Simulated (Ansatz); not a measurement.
Wires are cut from relaxed bulk BP (F-43m, 11.54 Å³/atom, gap on the mesh 1.12 eV); atoms and period are relaxed, and energies count from that bulk.

Level of theory: DFT PBEsol, scalar-relativistic, plane waves, PAW (Ansatz 0.2.0).

Cutoff 420 eV, Gaussian smearing of 0.05 eV, energies at zero smearing, symmetry of each start kept, collinear spin where a moment is listed.

```csv
start,atoms,k mesh,excess energy (eV per host atom),line energy (eV/Å),period (Å),gap on the mesh (eV),size of the moment (μB per cell)
"[110] wire, 18 host atoms a period",18,1×1×10,0.751,4.198,3.219,0,2.00
"[110] wire, 20 host atoms a period*",20,1×1×10,0.723,4.570,3.166,0,0.48
```

* ends far from its start.

Each run keeps its start's symmetry and one magnetic start, so lower states can exist.

Cost: 2 runs of about 2.3 core-hours in all, on Arm Neoverse V1 (shared hosts).